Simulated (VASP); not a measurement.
**VASP 6.6.1 run: InP**

INCAR

```
ENCUT = 520
ISYM = 1
IBRION = -1
GGA = PE
NELECT = 19
LWAVE = .FALSE.
ISMEAR = -5
NELM = 120
NSW = 0
ISIF = 2
SIGMA = 0.01
LCHARG = .FALSE.
LASPH = .TRUE.
EDIFF = 1E-7
NBANDS = 16
LREAL = .FALSE.
PREC = Accurate
```

KPOINTS

```
KPOINTS created by Atomic Simulation Environment
0
Gamma
8 8 8
0 0 0
```

POSCAR

```
In P
 1.0000000000000000
     0.0000000000000000    3.0294046015000000    2.9537876380000001
     3.0294046015000000    0.0000000000000000    2.9537876380000001
     3.0294046015000000    3.0294046015000000    0.0000000000000000
 In  P
   1   1
Cartesian
  0.0000000000000000  0.0000000000000000  0.0000000000000000
  1.5147023007499998  1.5147023007499998  1.4768938189999998
```

The recommended PBE PAW datasets give the neutral cell 18 valence electrons.

Command

```
mpirun -np 1 vasp_std
```

OSZICAR

```
N       E                     dE             d eps       ncg     rms          rms(c)
DAV:   1     0.125044105544E+03    0.12504E+03   -0.86097E+03  1896   0.127E+03
DAV:   2     0.560723109502E+01   -0.11944E+03   -0.11546E+03  2104   0.312E+02
DAV:   3    -0.234117350872E+01   -0.79484E+01   -0.78679E+01  2504   0.774E+01
DAV:   4    -0.255034820775E+01   -0.20917E+00   -0.20916E+00  2456   0.138E+01
DAV:   5    -0.255890564623E+01   -0.85574E-02   -0.85568E-02  2840   0.230E+00    0.664E+00
DAV:   6    -0.202148434791E+01    0.53742E+00   -0.17015E+00  2496   0.965E+00    0.378E+00
DAV:   7    -0.201253419310E+01    0.89502E-02   -0.23722E-01  2480   0.321E+00    0.187E+00
DAV:   8    -0.200600909291E+01    0.65251E-02   -0.11010E-02  2592   0.807E-01    0.264E-01
DAV:   9    -0.200600794918E+01    0.11437E-05   -0.91928E-04  2720   0.357E-01    0.113E-01
DAV:  10    -0.200611831375E+01   -0.11036E-03   -0.22046E-04  2472   0.108E-01    0.591E-02
DAV:  11    -0.200610703273E+01    0.11281E-04   -0.49857E-05  2352   0.629E-02    0.204E-02
DAV:  12    -0.200610424658E+01    0.27861E-05   -0.35491E-06  2336   0.107E-02    0.577E-03
DAV:  13    -0.200610322557E+01    0.10210E-05   -0.46306E-07  2416   0.515E-03    0.185E-03
DAV:  14    -0.200610388015E+01   -0.65458E-06   -0.13621E-08  1760   0.883E-04    0.523E-04
DAV:  15    -0.200610431994E+01   -0.43979E-06   -0.12904E-08  1376   0.123E-03    0.160E-04
DAV:  16    -0.200610415494E+01    0.16500E-06   -0.24482E-09  1208   0.716E-04    0.124E-04
DAV:  17    -0.200610414061E+01    0.14331E-07   -0.60874E-10  1280   0.203E-04
   1 F= -.20061041E+01 E0= -.20061041E+01  d E =0.000000E+00
```

Standard output (part)

```
POSCAR found type information on POSCAR InP
 POSCAR found :  2 types and       2 ions
 LDA part: xc-table for (Slater+PW92), standard interpolation
 POSCAR, INCAR and KPOINTS ok, starting setup
 WAVECAR not read
 entering main loop
 the old and the new charge density differ
    0.664E+00
|     Tetrahedron method does not include variations of the Fermi             |
|     occupations, so forces and stress will be inaccurate. We suggest        |
|     using a different smearing scheme ISMEAR = 1 or 2 for metals in         |
|     relaxations.                                                            |
```

From OUTCAR

```
k-points           NKPTS =     59   k-points in BZ     NKDIM =     59   number of bands    NBANDS=     16

   NELECT =      19.0000    total number of electrons

   dimension x,y,z NGX =    32 NGY =   32 NGZ =   32
   dimension x,y,z NGXF=    64 NGYF=   64 NGZF=   64

  energy-cutoff  :      520.00
  volume of cell :       54.22
      direct lattice vectors                 reciprocal lattice vectors
     0.000000000  3.029404602  2.953787638    -0.165048934  0.165048934  0.169274187
     3.029404602  0.000000000  2.953787638     0.165048934 -0.165048934  0.169274187
     3.029404602  3.029404602  0.000000000     0.165048934  0.165048934 -0.169274187

 k-points in reciprocal lattice and weights: KPOINTS created by Atomic Simulation Env
   0.00000000  0.00000000  0.00000000       0.002
   0.12500000  0.00000000  0.00000000       0.016
   0.25000000  0.00000000  0.00000000       0.016
   0.37500000  0.00000000  0.00000000       0.016
   0.50000000  0.00000000  0.00000000       0.008
   0.12500000  0.12500000  0.00000000       0.004
   0.25000000  0.12500000  0.00000000       0.016
   0.37500000  0.12500000  0.00000000       0.016
   ...

 E-fermi :   6.6536

 k-point     1 :       0.0000    0.0000    0.0000
  band No.  band energies     occupation
      1      -9.6017      2.00000
      2      -9.6008      2.00000
      3      -9.6008      2.00000
      4      -9.4882      2.00000
      5      -9.4760      2.00000
      6      -6.7817      2.00000
      7       4.2888      2.00000
      8       4.2888      2.00000
      9       4.3914      2.00000
     10       4.4655      2.00000
     11       8.1716      0.00000
     12       8.2065      0.00000
     13       8.2065      0.00000
     14      11.8974      0.00000
     15      13.2524      0.00000
     16      13.6086      0.00000

 k-point     2 :       0.1250    0.0000    0.0000
  band No.  band energies     occupation
      1      -9.6156      2.00000
      2      -9.5953      2.00000
      3      -9.5947      2.00000
      4      -9.4877      2.00000
      5      -9.4762      2.00000
      6      -6.6189      2.00000
      7       2.6841      2.00000
      8       4.1072      2.00000
      9       4.1912      2.00000
     10       5.5567      2.00000
     11       8.2254      0.00000
     12       8.4599      0.00000
     13       8.4700      0.00000
     14      12.5908      0.00000
     15      12.6669      0.00000
     16      12.8978      0.00000

 k-point     3 :       0.2500    0.0000    0.0000
  band No.  band energies     occupation
      1      -9.6492      2.00000
      2      -9.5824      2.00000
      3      -9.5821      2.00000
      4      -9.4842      2.00000
      5      -9.4753      2.00000
      6      -6.1640      2.00000
      7       0.9070      2.00000
      8       3.7456      2.00000
      9       3.8607      2.00000
     10       5.7004      2.00000
     11       8.8106      0.00000
     12       8.8482      0.00000
     13       9.1847      0.00000
     14      12.4246      0.00000
     15      12.4486      0.00000
     16      12.7182      0.00000

 ...

  Total       11.2350128     11.2350128     10.8257363      0.0000000     -0.0000000      0.0000000
  in kB      332.0170045    332.0170045    319.9220691      0.0000000     -0.0000000      0.0000000
  external PRESSURE =     327.9853593 kB  Pullay stress =       0.0000000 kB

 POSITION                                       TOTAL-FORCE (eV/Angst)
 -----------------------------------------------------------------------------------
      0.00000      0.00000      0.00000         0.000000      0.000000     -0.000000
      1.51470      1.51470      1.47689        -0.000000     -0.000000      0.000000
 -----------------------------------------------------------------------------------
    total drift:                               -0.000000     -0.000000      0.000000

  FREE ENERGIE OF THE ION-ELECTRON SYSTEM (eV)
  ---------------------------------------------------
  free  energy   TOTEN  =        -2.0061041406 eV

  energy  without entropy=       -2.0061041406  energy(sigma->0) =       -2.00610414
```

It converged. Results: pressure 32.8 GPa.

The cell is charged and sits in a uniform background.

For comparison, a separate PBE run of the intended cell, on usual settings and not on those above, gives a gap of 0.23 eV on its mesh and a pressure of -1.4 GPa.

The run above took about 53 s on one core of a shared host (Intel Xeon Platinum 8488C) and held 0.2 GiB at most.
